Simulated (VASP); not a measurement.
# BN (P6_3/mmc) in VASP: settings compared, part 2 of 2

VASP 6.6.1. The steps go on from the part before.

## Step 3: G0W0 quasiparticle levels, PBE

The input, POSCAR:

```
BN                                      
1.0
    2.5065023622      0.0000000000      0.0000000000
   -1.2532511811      2.1706947204     -0.0000000000
    0.0000000000     -0.0000000000      6.5737408836
  B               N             
     2     2
Direct
     0.3333333332999970    0.6666666667000030    0.2500000000000000
     0.6666666667000030    0.3333333332999970    0.7500000000000000
     0.3333333332999970    0.6666666667000030    0.7500000000000000
     0.6666666667000030    0.3333333332999970    0.2500000000000000
```

The input, INCAR.step1:

```
SYSTEM = BN
PREC = Accurate
ENCUT = 500
EDIFF = 1E-8
ISMEAR = 0
SIGMA = 0.01
LREAL = .FALSE.
LASPH = .TRUE.
NELM = 80
ALGO = Fast
LWAVE = .TRUE.
LCHARG = .FALSE.
GGA = PE
KPAR = 4
```

The input, INCAR.step2:

```
SYSTEM = BN
PREC = Accurate
ENCUT = 500
EDIFF = 1E-8
ISMEAR = 0
SIGMA = 0.01
LREAL = .FALSE.
LASPH = .TRUE.
NELM = 1
ALGO = Exact
LWAVE = .TRUE.
LCHARG = .FALSE.
GGA = PE
KPAR = 4
NBANDS = 142
LOPTICS = .TRUE.
ISTART = 1
```

The input, INCAR.step3:

```
SYSTEM = BN
PREC = Accurate
ENCUT = 500
EDIFF = 1E-8
ISMEAR = 0
SIGMA = 0.01
LREAL = .FALSE.
LASPH = .TRUE.
ALGO = EVGW0
LWAVE = .FALSE.
LCHARG = .FALSE.
GGA = PE
KPAR = 4
NELMGW = 1
NBANDS = 142
ENCUTGW = 150
NOMEGA = 48
PRECFOCK = Fast
ISTART = 1
NBANDSGW = 16
```

The input, KPOINTS:

```
Automatic mesh
0
G
  6 6 2
  0 0 0
```

Potentials or basis: VASP PAW PBE potentials, release 64 (B_GW, N_GW).

Run with:

```console
$ cat potpaw_PBE.64/B_GW/POTCAR potpaw_PBE.64/N_GW/POTCAR > POTCAR
$ cp INCAR.step1 INCAR
$ mpirun -np 4 vasp_std > vasp.out
$ cp INCAR.step2 INCAR
$ mpirun -np 4 vasp_std > vasp.out
$ cp INCAR.step3 INCAR
$ mpirun -np 4 vasp_std > vasp.out
```

OUTCAR:

```text
SYSTEM = BN
   PREC = Accurate
   ENCUT = 500
   EDIFF = 1E-8
   ISMEAR = 0
   LREAL = .FALSE.
   LASPH = .TRUE.
   GGA = PE
   NELMGW = 1
   ENCUTGW = 150
   PRECFOCK = Fast
   ISTART = 1

 ion  position               nearest neighbor table
   1  0.333  0.667  0.250-   4 1.45   4 1.45   4 1.45
   2  0.667  0.333  0.750-   3 1.45   3 1.45   3 1.45
   3  0.333  0.667  0.750-   2 1.45   2 1.45   2 1.45
   4  0.667  0.333  0.250-   1 1.45   1 1.45   1 1.45

  LATTYP: Found a hexagonal cell.
 ALAT       =     2.5065023622
 C/A-ratio  =     2.6226749205

  Lattice vectors:

 A1 = (   2.5065023622,   0.0000000000,   0.0000000000)
 A2 = (  -1.2532511811,   2.1706947204,   0.0000000000)
 A3 = (   0.0000000000,   0.0000000000,   6.5737408836)

Analysis of symmetry for initial positions (statically):
=====================================================================
 Subroutine PRICEL returns:
 Original cell was already a primitive cell.

 Routine SETGRP: Setting up the symmetry group for a
 hexagonal supercell.

 Subroutine GETGRP returns: Found 24 space group operations
 (whereof 12 operations were pure point group operations)
 out of a pool of 24 trial point group operations.

The static configuration has the point symmetry D_3d.
 The point group associated with its full space group is D_6h.

Analysis of symmetry for dynamics (positions and initial velocities):
=====================================================================
 Subroutine PRICEL returns:
 Original cell was already a primitive cell.

 Routine SETGRP: Setting up the symmetry group for a
 hexagonal supercell.

 Subroutine GETGRP returns: Found 24 space group operations
 (whereof 12 operations were pure point group operations)
 out of a pool of 24 trial point group operations.

The dynamic configuration has the point symmetry D_3d.
 The point group associated with its full space group is D_6h.

 Subroutine INISYM returns: Found 24 space group operations
 (whereof 12 operations are pure point group operations),
 and found     1 'primitive' translations

----------------------------------------------------------------------------------------

                                     Primitive cell

  volume of cell :      35.7667

  direct lattice vectors                    reciprocal lattice vectors
     2.506502362  0.000000000  0.000000000     0.398962321  0.230341003  0.000000000
    -1.253251181  2.170694720  0.000000000     0.000000000  0.460682007  0.000000000
     0.000000000  0.000000000  6.573740884     0.000000000  0.000000000  0.152120386

  length of vectors
     2.506502362  2.506502362  6.573740884     0.460682007  0.460682007  0.152120386

  position of ions in fractional coordinates (direct lattice)
     0.333333333  0.666666667  0.250000000
     0.666666667  0.333333333  0.750000000
     0.333333333  0.666666667  0.750000000
     0.666666667  0.333333333  0.250000000

  ion indices of the primitive-cell ions
   primitive index   ion index
                 1           1
                 2           2
                 3           3
                 4           4

----------------------------------------------------------------------------------------

 KPOINTS: Automatic mesh

Automatic generation of k-mesh.
 Grid dimensions read from file:
 generate k-points for:    6    6    2

 Generating k-lattice:

  Cartesian coordinates                     Fractional coordinates (reciprocal lattice)
     0.066493720  0.038390167  0.000000000     0.166666667  0.000000000  0.000000000
     0.000000000  0.076780334  0.000000000     0.000000000  0.166666667  0.000000000
     0.000000000  0.000000000  0.076060193     0.000000000  0.000000000  0.500000000

  Length of vectors
     0.076780334  0.076780334  0.076060193

  Shift w.r.t. Gamma in fractional coordinates (k-lattice)
     0.000000000  0.000000000  0.000000000

 Subroutine IBZKPT returns following result:
 ===========================================

 Found     14 irreducible k-points:

 Following reciprocal coordinates:
            Coordinates               Weight
  0.000000  0.000000  0.000000      1.000000
  0.166667  0.000000  0.000000      6.000000
  0.333333  0.000000  0.000000      6.000000
  0.500000  0.000000  0.000000      3.000000
  0.166667  0.166667  0.000000      6.000000
  0.333333  0.166667  0.000000     12.000000
  0.333333  0.333333  0.000000      2.000000
  0.000000  0.000000  0.500000      1.000000
  0.166667  0.000000  0.500000      6.000000
  0.333333  0.000000  0.500000      6.000000
  0.500000  0.000000  0.500000      3.000000
  0.166667  0.166667  0.500000      6.000000
  0.333333  0.166667  0.500000     12.000000
  0.333333  0.333333  0.500000      2.000000
   k-points           NKPTS =     14   k-points in BZ     NKDIM =     72   number of bands    NBANDS=    142
   number of dos      NEDOS =    301   number of ions     NIONS =      4
   total plane-waves  NPLWV =  15552
   dimension x,y,z NGX =    18 NGY =   18 NGZ =   48
   dimension x,y,z NGXF=    36 NGYF=   36 NGZF=   96
   ions per type =               2   2
   NGX,Y,Z   is equivalent  to a cutoff of  11.94, 11.94, 12.14 a.u.
   NGXF,Y,Z  is equivalent  to a cutoff of  23.88, 23.88, 24.28 a.u.
 SYSTEM =  BN
   PREC   = accura    normal or accurate (medium, high low for compatibility)
   ISTART =      1    job   : 0-new  1-cont  2-samecut
   ICHARG =      0    charge: 1-file 2-atom 10-const
   ISPIN  =      1    spin polarized calculation?
   LNONCOLLINEAR =      F non collinear calculations
   LSORBIT =      F    spin-orbit coupling
   LASPH  =      T    aspherical Exc in radial PAW
   ENCUT  =  500.0 eV  36.75 Ry    6.06 a.u.   4.57  4.57 11.99*2*pi/ulx,y,z
   NELM   =     60;   NELMIN=  2; NELMDL=  0     # of ELM steps
   EDIFF  = 0.1E-07   stopping-criterion for ELM
   LREAL  =      F    real-space projection
   EDIFFG = 0.1E-06   stopping-criterion for IOM
   NSW    =      0    number of steps for IOM
   IBRION =     -1    ionic relax: 0-MD 1-quasi-New 2-CG
   NFREE  =      0    steps in history (QN), initial steepest desc. (CG)
   ISIF   =      0    stress and relaxation
   ISYM   =      3    0-nonsym 1-usesym 2-fastsym
   POTIM  = 0.5000    time-step for ionic-motion
   TEBEG  =    0.0;   TEEND  =   0.0 temperature during run
   PSTRESS=    0.0 pullay stress
   NELECT =      16.0000    total number of electrons
   NUPDOWN=      -1.0000    fix difference up-down
   EMIN   =  10.00;   EMAX   =-10.00  energy-range for DOS
   EFERMI =   0.00;   METHOD = LEGACY
   ISMEAR =     0;   SIGMA  =   0.01  broadening in eV -4-tet -1-fermi 0-gaus
   EFERMI_NEDOS =   21; number of points for ismear=-14 and -15
   IALGO  =     38    algorithm
   IMIX   =      4    mixing-type and parameters
     AMIX     =   0.40;   BMIX     =  1.00
     AMIX_MAG =   1.60;   BMIX_MAG =  1.00
  volume/ion in A,a.u.               =       8.94        60.34
  Fermi-wavevector in a.u.,A,eV,Ry     =   1.252050  2.366031 21.328890  1.567629
  Thomas-Fermi vector in A             =   2.385969
   LORBIT       =      0    0 simple, 1 ext, 2 COOP (PROOUT), +10 PAW based schemes
   GGA     = PE    functional components
   LHFCALC =     T    Hartree Fock is set to
   PRECFOCK=fast      Normal, Fast or Accurate (Low or Medium for compatibility)
   ENCUT4O =  -1.0   cutoff for four orbital integrals eV
   NKREDX  =     1    reduce k-point grid by
   NKREDY  =     1    reduce k-point grid by
   NKREDZ  =     1    reduce k-point grid by
   AEXX    =    1.0000 exact exchange contribution
   HFSCREEN=    0.0000 screening length (either q_TF or 0.3 A-1)
   HFSCREENC=   0.0000 screening length for correlation (either q_TF or 0.3 A-1)
   ENCUTFOCK=  -1.0 apply spherical cutoff to Coloumb kernel
   IVDW    =     0    specifies the selected vdW correction
   LEPSILON=     F    determine dielectric tensor
   LRPA    =     F    only Hartree local field effects (RPA)
   LRPAFORCE           =     F    calculate RPA forces
   ENCUTGW             = 150.0    cutoff for response function in eV
   ENCUTGWSOFT         = 120.0    soft cutoff for Coulomb kernel in GW response function in eV
   ENCUTLF             =  -1.0    cutoff for local field effects
   NELMGW              =     1    number of iterations in solving QP/BSE equation
   NELMHF              =     1    number of iterations in the inner HF iteration
   NKREDLFX            =     1    NKREDLFY  =   1   NKREDLFZ  =   1
 non-spin polarized calculation
 Gauss-broadening in eV      SIGMA  =   0.01
  energy-cutoff  :      500.00
  volume of cell :       35.77
 maximum number of plane-waves:       932
  NGX = 12; NGY = 12; NGZ = 32
   NGX =  9   NGY =  9   NGZ = 23
 maximum number of plane-waves:       170
 NGX is ok and might be reduce to    10

 QP shifts <psi_nk| G(iteration)W_0 |psi_nk>: iteration 1
 for sc-GW calculations column KS-energies equals QP-energies in previous step
 and V_xc(KS)=  KS-energies - (<T + V_ion + V_H > + <T+V_H+V_ion>^1  + <V_x>^1)

 k-point   1 :       0.0000    0.0000    0.0000
  band No.  KS-energies  QP-energies   sigma(KS)   V_xc(KS)     V^pw_x(r,r')   Z            occupation Imag(sigma)

      1     -15.4161     -17.3029     -18.5250     -15.9266     -26.5955       0.7262       2.0000       1.3450
      2     -15.0985     -16.9519     -18.8408     -16.2788     -26.8679       0.7234       2.0000       1.2724
      3      -3.8638      -5.2218     -14.2052     -12.3406     -18.2399       0.7283       2.0000       0.3937
      4      -1.6299      -2.8065     -16.0290     -14.4506     -19.5417       0.7454       2.0000       0.2211
      5       1.0420      -0.0357     -19.5014     -18.1392     -22.6011       0.7911       2.0000       0.1195
      6       1.0420      -0.0357     -19.5014     -18.1392     -22.6011       0.7911       2.0000       0.1195
[... 8 lines left out ...]
     15      14.6131      15.7884     -12.8396     -14.3675      -7.1296       0.7692       0.0000      -0.2522
     16      15.3952      16.7558     -13.0008     -14.8388      -6.0270       0.7402       0.0000      -0.6919
[... 244 lines left out ...]
      1     -11.5976     -13.4143     -19.9461     -17.6280     -27.1623       0.7836       2.0000       1.0473
      2     -11.5976     -13.4143     -19.9461     -17.6280     -27.1623       0.7836       2.0000       1.0473
      3      -5.4991      -6.8948     -17.4678     -15.5795     -21.9763       0.7391       2.0000       0.3058
      4      -5.4991      -6.8948     -17.4678     -15.5795     -21.9763       0.7391       2.0000       0.3058
      5      -4.7756      -6.3846     -18.0273     -15.8635     -22.4899       0.7436       2.0000       0.2505
      6      -4.7756      -6.3846     -18.0273     -15.8635     -22.4899       0.7436       2.0000       0.2505
[... 8 lines left out ...]
     15      20.0687      21.2553     -11.4034     -12.8831      -5.8727       0.8019       0.0000      -0.3704
     16      20.0687      21.2553     -11.4034     -12.8831      -5.8727       0.8019       0.0000      -0.3704
```

It took 45 s on 4 MPI ranks of Intel Xeon 6975P-C (Granite Rapids), shared host; peak memory 0.42 GiB.

What came out:

| Item | Value |
| --- | --- |
| Band gap on the k mesh, mean-field level | 4.27 eV, indirect (least direct gap 4.65 eV) |
| Quasiparticle gap | 5.78 eV |
| Least direct quasiparticle gap | 6.22 eV |

Caveat: the k mesh is coarse (spacing up to 0.48 Å⁻¹), so the values aren't converged; bands, screening cutoff and mesh are small and nothing is extrapolated, so the quasiparticle values aren't converged. A k mesh can miss the band edges.
